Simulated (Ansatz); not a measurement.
# GaAs: the cost of one run

The runs shown are made with Ansatz 0.2.0. PAW datasets, plane waves, zero pressure. (Simulation; spin polarisation is off.)

## (1) The cell

This is the cell as the run starts from it, not yet at rest; its lengths are not the crystal's.

It is cubic, F-43m (No. 216); conventional cell a = 5.489 Å, 20.67 Å³ an atom. Near Ga stand 4 As at 2.38 Å; near As stand 4 Ga at 2.38 Å.

The structure in full:

```cif
data_structure
_symmetry_space_group_name_H-M 'P 1'
_symmetry_Int_Tables_number 1
_cell_length_a 3.8811
_cell_length_b 3.8811
_cell_length_c 3.8811
_cell_angle_alpha 60.000
_cell_angle_beta 60.000
_cell_angle_gamma 60.000
_cell_volume 41.34
loop_
_atom_site_label
_atom_site_type_symbol
_atom_site_fract_x
_atom_site_fract_y
_atom_site_fract_z
_atom_site_occupancy
Ga1 Ga 0.00000 0.00000 0.00000 1
As1 As 0.25000 0.25000 0.25000 1
```

## (2) Relaxation with PBE

File input.yaml:

```yaml
crystal:
  lattice:
    - [0.0, 2.7443767696, 2.7443767696]
    - [2.7443767696, 0.0, 2.7443767696]
    - [2.7443767696, 2.7443767696, 0.0]
  atoms:
    - { symbol: Ga, position: [0.0, 0.0, 0.0] }
    - { symbol: As, position: [0.25, 0.25, 0.25] }
kpoints:
  mp_grid: { grid: [8, 8, 8] }
hamiltonian:
  xc: pbe
scf:
  occupations: { method: fermi_dirac, width: 0.02 }
relax:
  f_tol: 0.005
  cell: {}
```

Started as:

```
$ ansatz run input.yaml --threads 4 --pin off --max-ram 7372MiB --backend cpu --events-out ev --progress --plain --runs-dir out
```

Q: Estimate wall time and peak memory on 4 threads of Arm Neoverse V1, shared host.

About 3.4 s, with a peak of 0.36 GiB.
